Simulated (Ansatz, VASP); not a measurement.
## Two plane-wave programs on SrO

```xyz
2
Lattice="0.0000 2.7053 2.5205 2.7053 0.0000 2.5205 2.7053 2.7053 0.0000" Properties=species:S:1:pos:R:3 pbc="T T T"
Sr    2.7053    2.7053    2.5205
O     0.0000    0.0000    0.0000
```

Change from the starting cell: epitaxial_xy strain +4.9%.

Alike in both runs: task single point; functional r2SCAN; k mesh 8 × 8 × 8; no spin polarisation.

```csv
,VASP,Ansatz
version,VASP 6.6.1,Ansatz 0.2.0
potentials or method,"VASP PAW PBE potentials, release 64 (Sr_sv, O)","plane waves, PAW"
plane-wave cutoff (eV),520,500
occupations,"gaussian, width 0.01 eV",fixed
valence electrons in the cell,16,16
```

Ansatz gave:

| Item | Value |
| --- | --- |
| gap on the k mesh at the Fermi level (eV) | 3.50 |
| pressure (GPa) | -4.8 |
| largest component of the traceless stress (GPa) | 4.81 |

**Question.** What did VASP give for the same quantities?

**Answer.** gap on the k mesh at the Fermi level (eV): 3.45; pressure (GPa): -4.4; largest component of the traceless stress (GPa): 5.09.

Caveats: the PAW data sets were made with another functional, which shifts forces and pressure a little (VASP). A k mesh can miss the band edges.
